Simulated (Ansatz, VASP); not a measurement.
## Si: VASP beside Ansatz

File INCAR:

```
PREC = Accurate
ENCUT = 520
EDIFF = 1E-7
ISMEAR = 0
SIGMA = 0.05
LREAL = False
LASPH = True
NELM = 80
ALGO = Normal
ISIF = 2
LWAVE = False
LCHARG = False
GGA = PE
NBANDS = 11
```

KPOINTS

```
regular mesh
0
Gamma
  10 10 10
```

File POSCAR:

```
Si
1.0
    0.0000000000      2.6692086123      2.8707338626
    2.6692086123      0.0000000000      2.8707338626
    2.6692086123      2.6692086123      0.0000000000
Si
2
Direct
    0.5000000000      0.5000000000      0.5000000000
    0.7500000000      0.7500000000      0.7500000000
```

Input for Ansatz:

```yaml
crystal:
  lattice:
    - [0.0, 2.6692086123, 2.8707338626]
    - [2.6692086123, 0.0, 2.8707338626]
    - [2.6692086123, 2.6692086123, 0.0]
  atoms:
    - { symbol: Si, position: [0.5, 0.5, 0.5] }
    - { symbol: Si, position: [0.75, 0.75, 0.75] }
basis:
  ecutwfc: 420
kpoints:
  mp_grid: { grid: [10, 10, 10] }
hamiltonian:
  xc: pbe
  pseudopotentials: { kind: paw, azcp: { folder: soft_1 } }
scf:
  occupations: { method: gaussian, width: 0.05 }
output:
  forces: true
  stress: true
  eigenvalues: true
```

Alike in both runs: task single point; functional PBE; k mesh 10 × 10 × 10; occupations gaussian, width 0.05 eV; no spin polarisation.

```csv
,VASP,Ansatz
version,VASP 6.6.1,Ansatz 0.2.0
potentials or method,"VASP PAW PBE potentials, release 64 (Si)","scalar-relativistic, plane waves, PAW"
plane-wave cutoff (eV),520,420
valence electrons in the cell,8,8
```

VASP gave:

| Property | Result |
| --- | --- |
| gap on the k mesh at the Fermi level (eV) | 0.23 |
| least direct gap on the mesh (eV) | 2.09 |
| pressure (GPa) | -0.2 |
| largest component of the traceless stress (GPa) | 5.23 |

Question: Estimate Ansatz's values.

Answer: gap on the k mesh at the Fermi level (eV): 0.22; least direct gap on the mesh (eV): 2.09; pressure (GPa): -0.1; largest component of the traceless stress (GPa): 5.22.

The functional is the same, so the differences come from potentials, cutoffs and numerics.
